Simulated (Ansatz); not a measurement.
**Molecular dynamics of Mn₃Si**

Input file:

```yaml
crystal:
  lattice:
    - [5.987546, 0.0, 0.0]
    - [0.0, 5.987546, 0.0]
    - [0.0, 0.0, 5.987546]
  atoms:
    - { symbol: Mn, position: [0.5, 0.5, 0.5] }
    - { symbol: Mn, position: [0.25, 0.25, 0.25] }
    - { symbol: Mn, position: [0.75, 0.75, 0.75] }
    - { symbol: Si, position: [0.0, 0.0, 0.0] }
    - { symbol: Mn, position: [0.0, 0.0, 0.5] }
    - { symbol: Mn, position: [0.75, 0.75, 0.25] }
    - { symbol: Mn, position: [0.25, 0.25, 0.75] }
    - { symbol: Si, position: [0.5, 0.5, 0.0] }
    - { symbol: Mn, position: [0.0, 0.5, 0.0] }
    - { symbol: Mn, position: [0.75, 0.25, 0.75] }
    - { symbol: Mn, position: [0.25, 0.75, 0.25] }
    - { symbol: Si, position: [0.5, 0.0, 0.5] }
    - { symbol: Mn, position: [0.5, 0.0, 0.0] }
    - { symbol: Mn, position: [0.25, 0.75, 0.75] }
    - { symbol: Mn, position: [0.75, 0.25, 0.25] }
    - { symbol: Si, position: [0.0, 0.5, 0.5] }
basis:
  ecutwfc: 420.0
kpoints:
  mp_grid: { grid: [3, 3, 3] }
hamiltonian:
  xc: pbesol
scf:
  occupations: { method: fermi_dirac, width: 0.24 }
  lower_state_search: "off"
md:
  timestep: 1.5
  n_steps: 250
  ensemble: nvt_langevin
  temperature: 2800.0
  initial_velocities: maxwell_boltzmann
  seed: 143103
  friction: 0.02
```

Command:

```bash
$ ansatz run input.yaml --threads 4 --pin off --max-ram 10240MiB --backend cpu --events-out ev --progress --plain --runs-dir out
```

It starts from a structure without forces on its atoms.

Output, in part (step lines):

```
md step     0: t =     0.00 fs  T =  2625.0 K  F+E_penalty+E_count = -48911.18576360 eV  E_kin = 5.428920 eV  (8 SCF iters)
md step     1: t =     1.50 fs  T =  2513.1 K  F+E_penalty+E_count = -48911.17989916 eV  E_kin = 5.197494 eV  (9 SCF iters)
md step     2: t =     3.00 fs  T =  2456.5 K  F+E_penalty+E_count = -48911.16157587 eV  E_kin = 5.080350 eV  (9 SCF iters)
md step     3: t =     4.50 fs  T =  2558.8 K  F+E_penalty+E_count = -48911.13001001 eV  E_kin = 5.292056 eV  (9 SCF iters)
md step     4: t =     6.00 fs  T =  2427.4 K  F+E_penalty+E_count = -48911.08634466 eV  E_kin = 5.020319 eV  (8 SCF iters)
md step     5: t =     7.50 fs  T =  2610.0 K  F+E_penalty+E_count = -48911.03223346 eV  E_kin = 5.397973 eV  (6 SCF iters)
md step     6: t =     9.00 fs  T =  2503.5 K  F+E_penalty+E_count = -48910.96480238 eV  E_kin = 5.177598 eV  (7 SCF iters)
md step     7: t =    10.50 fs  T =  2328.1 K  F+E_penalty+E_count = -48910.88617124 eV  E_kin = 4.814842 eV  (7 SCF iters)
[... lines left out ...]
md step   249: t =   373.50 fs  T =  3027.2 K  F+E_penalty+E_count = -48906.69588425 eV  E_kin = 6.260704 eV  (7 SCF iters)
md step   250: t =   375.00 fs  T =  3227.5 K  F+E_penalty+E_count = -48906.75817304 eV  E_kin = 6.674942 eV  (9 SCF iters)
```

The steps, from the saved trajectory:

| time (fs) | T (K) | potential energy less start (eV) |
| --- | --- | --- |
| 0.0 | 2625 | 0.000 |
| 12.0 | 2206 | 0.384 |
| 24.0 | 1835 | 1.133 |
| 36.0 | 1583 | 1.618 |
| 48.0 | 1865 | 1.947 |
| 60.0 | 1823 | 2.557 |
| 72.0 | 1339 | 2.411 |
| 84.0 | 1809 | 2.191 |
| 96.0 | 2480 | 2.655 |
| 108.0 | 2279 | 4.051 |
| 120.0 | 2293 | 4.404 |
| 132.0 | 2428 | 4.129 |
| 144.0 | 2309 | 4.055 |
| 156.0 | 2209 | 4.748 |
| 168.0 | 2856 | 4.857 |
| 180.0 | 3516 | 3.827 |
| 192.0 | 3669 | 2.645 |
| 204.0 | 3021 | 2.896 |
| 216.0 | 1654 | 4.151 |
| 228.0 | 2347 | 4.523 |
| 240.0 | 3598 | 4.026 |
| 252.0 | 2597 | 4.644 |
| 264.0 | 2446 | 4.650 |
| 276.0 | 3161 | 4.360 |
| 288.0 | 2626 | 4.436 |
| 300.0 | 3330 | 4.145 |
| 312.0 | 3095 | 3.827 |
| 324.0 | 3039 | 4.824 |
| 336.0 | 3016 | 4.601 |
| 348.0 | 3214 | 3.994 |
| 360.0 | 3029 | 3.924 |
| 372.0 | 3258 | 4.522 |

All steps were run. A run of 0.38 ps of so small a system gives no equilibrium averages. Spin polarisation was left off. Limits of this set-up: coarse k mesh, magnetic elements without spin.

Mean squared displacements from the first frame to the last, about the centre of mass: Mn 0.30 Å², Si 0.15 Å².

Last frame:

```xyz
16
Lattice="5.9875 0.0000 0.0000 0.0000 5.9875 0.0000 0.0000 0.0000 5.9875" Properties=species:S:1:pos:R:3
Mn 2.775 3.674 3.133
Mn 1.663 2.308 1.134
Mn 4.696 5.091 4.554
Si 0.348 0.254 -0.074
Mn -0.262 0.516 1.909
Mn 4.489 4.422 1.018
Mn 1.689 2.181 4.166
Si 2.998 3.313 -0.721
Mn 0.032 2.821 -0.692
Mn 4.531 1.341 4.088
Mn 1.790 4.716 1.100
Si 3.258 0.504 2.451
Mn 2.828 0.396 -0.680
Mn 1.145 5.597 3.729
Mn 4.282 2.280 0.941
Si -0.262 3.475 2.800
```

Run time: 21 min on 4 threads of Intel(R) Xeon(R) Platinum 8559C (Emerald Rapids) (shared host), peak memory 1.3 GiB.
